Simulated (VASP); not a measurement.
# CdO (Monteponite) (Fm-3m) in VASP: notebook, part 2 of 2

VASP 6.6.1.

**9. Equation of state, PBEsol, 12.19 Å³/atom (volume scaled by 0.94)**

The input, INCAR:

```
SYSTEM = CdO
PREC = Accurate ; ENCUT = 520
EDIFF = 1E-7 ; ISMEAR = -1
SIGMA = 0.05 ; LREAL = .False.
LASPH = .True. ; NELM = 100
ALGO = Normal ; ISIF = 2
LWAVE = .False. ; LCHARG = .False.
GGA = PS ; NBANDS = 16
```

The input, KPOINTS:

```
Automatic mesh
0
Gamma
  10 10 10
  0 0 0
```

The input, POSCAR:

```
CdO
1.0
    0.0000000000      2.3015375624      2.3015375624
    2.3015375624      0.0000000000      2.3015375624
    2.3015375624      2.3015375624      0.0000000000
Cd O
1 1
Direct
    0.0000000000      0.0000000000      0.0000000000
    0.5000000000      0.5000000000      0.5000000000
```

Potentials or basis: VASP PAW PBE potentials, release 64 (Cd, O).

Started as:

```sh
$ cat potpaw_PBE.64/Cd/POTCAR potpaw_PBE.64/O/POTCAR > POTCAR
$ mpirun -np 1 vasp_std > vasp.out
```

It took 10 s on 1 thread of Intel Xeon Platinum 8488C (Sapphire Rapids), shared host; peak memory 0.15 GiB.

It converged, with:

- Free energy: -8.4464 eV
- Pressure: 11.5 GPa
- Band gap on the k mesh: none (metal or under the smearing width)

Caveat: the PAW data sets were made with another functional, which shifts forces and pressure a little.

**10. Equation of state, PBEsol, 12.45 Å³/atom (volume scaled by 0.96)**

INCAR is that of step 9.

KPOINTS is that of step 9.

The input, POSCAR:

```
CdO
1.0
    0.0000000000      2.3177461075      2.3177461075
    2.3177461075      0.0000000000      2.3177461075
    2.3177461075      2.3177461075      0.0000000000
Cd O
1 1
Direct
    0.0000000000      0.0000000000      0.0000000000
    0.5000000000      0.5000000000      0.5000000000
```

Started as:

```sh
$ cat potpaw_PBE.64/Cd/POTCAR potpaw_PBE.64/O/POTCAR > POTCAR
$ mpirun -np 1 vasp_std > vasp.out
```

It took 9.9 s on 1 thread of Intel Xeon Platinum 8488C (Sapphire Rapids), shared host; peak memory 0.15 GiB.

The run converged. Its results:

```yaml
Free_energy: -8.4775 eV
Pressure: 7.5 GPa
Band_gap_on_the_k_mesh: none (metal or under the smearing width)
```

Caveat: the PAW data sets were made with another functional, which shifts forces and pressure a little.

**11. Equation of state, PBEsol, 12.71 Å³/atom (volume scaled by 0.98)**

INCAR is that of step 10.

KPOINTS is that of step 10.

The input, POSCAR:

```
CdO
1.0
    0.0000000000      2.3337310685      2.3337310685
    2.3337310685      0.0000000000      2.3337310685
    2.3337310685      2.3337310685      0.0000000000
Cd O
1 1
Direct
    0.0000000000      0.0000000000      0.0000000000
    0.5000000000      0.5000000000      0.5000000000
```

Started as:

```sh
$ cat potpaw_PBE.64/Cd/POTCAR potpaw_PBE.64/O/POTCAR > POTCAR
$ mpirun -np 1 vasp_std > vasp.out
```

Wall time 27 s (1 thread of Intel Xeon Platinum 8488C (Sapphire Rapids), shared host); peak memory 0.16 GiB.

Results (log left out):

```yaml
Free_energy: -8.4963 eV
Pressure: 3.9 GPa
Band_gap_on_the_k_mesh: none (metal or under the smearing width)
```

Caveat: the PAW data sets were made with another functional, which shifts forces and pressure a little.

**12. Equation of state, PBEsol, 13.23 Å³/atom (volume scaled by 1.02)**

INCAR is that of step 11.

KPOINTS is that of step 11.

The input, POSCAR:

```
CdO
1.0
    0.0000000000      2.3650600561      2.3650600561
    2.3650600561      0.0000000000      2.3650600561
    2.3650600561      2.3650600561      0.0000000000
Cd O
1 1
Direct
    0.0000000000      0.0000000000      0.0000000000
    0.5000000000      0.5000000000      0.5000000000
```

Potentials or basis: VASP PAW PBE potentials, release 64 (Cd, O).

Started as:

```sh
$ cat potpaw_PBE.64/Cd/POTCAR potpaw_PBE.64/O/POTCAR > POTCAR
$ mpirun -np 1 vasp_std > vasp.out
```

It took 22 s on 1 thread of Intel Xeon Platinum 8488C (Sapphire Rapids), shared host; peak memory 0.16 GiB.

Results (log left out):

```
Free energy            : -8.5026 eV
Pressure               : -2.1 GPa
Band gap on the k mesh : none (metal or under the smearing width)
```

Caveat: the PAW data sets were made with another functional, which shifts forces and pressure a little.

**13. Equation of state, PBEsol, 13.49 Å³/atom (volume scaled by 1.04)**

INCAR is that of step 12.

KPOINTS is that of step 12.

The input, POSCAR:

```
CdO
1.0
    0.0000000000      2.3804180193      2.3804180193
    2.3804180193      0.0000000000      2.3804180193
    2.3804180193      2.3804180193      0.0000000000
Cd O
1 1
Direct
    0.0000000000      0.0000000000      0.0000000000
    0.5000000000      0.5000000000      0.5000000000
```

Started as:

```sh
$ cat potpaw_PBE.64/Cd/POTCAR potpaw_PBE.64/O/POTCAR > POTCAR
$ mpirun -np 1 vasp_std > vasp.out
```

Run time: 22 s. Hardware: 1 thread of Intel Xeon Platinum 8488C (Sapphire Rapids), shared host; peak memory 0.16 GiB.

Results (log left out):

```
Free energy            : -8.4923 eV
Pressure               : -4.6 GPa
Band gap on the k mesh : none (metal or under the smearing width)
```

Caveat: the PAW data sets were made with another functional, which shifts forces and pressure a little.

**14. Equation of state, PBEsol, 13.75 Å³/atom (volume scaled by 1.06)**

INCAR is that of step 13.

KPOINTS is that of step 13.

The input, POSCAR:

```
CdO
1.0
    0.0000000000      2.3955803263      2.3955803263
    2.3955803263      0.0000000000      2.3955803263
    2.3955803263      2.3955803263      0.0000000000
Cd O
1 1
Direct
    0.0000000000      0.0000000000      0.0000000000
    0.5000000000      0.5000000000      0.5000000000
```

Started as:

```sh
$ cat potpaw_PBE.64/Cd/POTCAR potpaw_PBE.64/O/POTCAR > POTCAR
$ mpirun -np 1 vasp_std > vasp.out
```

Run time: 22 s. Hardware: 1 thread of Intel Xeon Platinum 8488C (Sapphire Rapids), shared host; peak memory 0.17 GiB.

It converged, with:

```
Free energy            : -8.4742 eV
Pressure               : -6.8 GPa
Band gap on the k mesh : none (metal or under the smearing width)
```

Caveat: the PAW data sets were made with another functional, which shifts forces and pressure a little.

**15. Equation of state, PBEsol**

Potentials or basis: VASP PAW PBE potentials, release 64 (Cd, O).

This step only gathers the single runs of the series.

What came out:

```
Equilibrium volume                      : 13.05 Å³/atom
Bulk modulus                            : 145 GPa
Pressure derivative of the bulk modulus : 4.8
```

Energy against volume, from the lowest point:
```csv
volume (Å³/atom),energy (meV/atom)
12.191,28.92
12.451,13.39
12.710,3.97
12.970,0.00
13.229,0.85
13.488,6.00
13.748,15.01
```

Caveat: the PAW data sets were made with another functional, which shifts forces and pressure a little. Zero-point motion and thermal expansion aren't in these numbers.
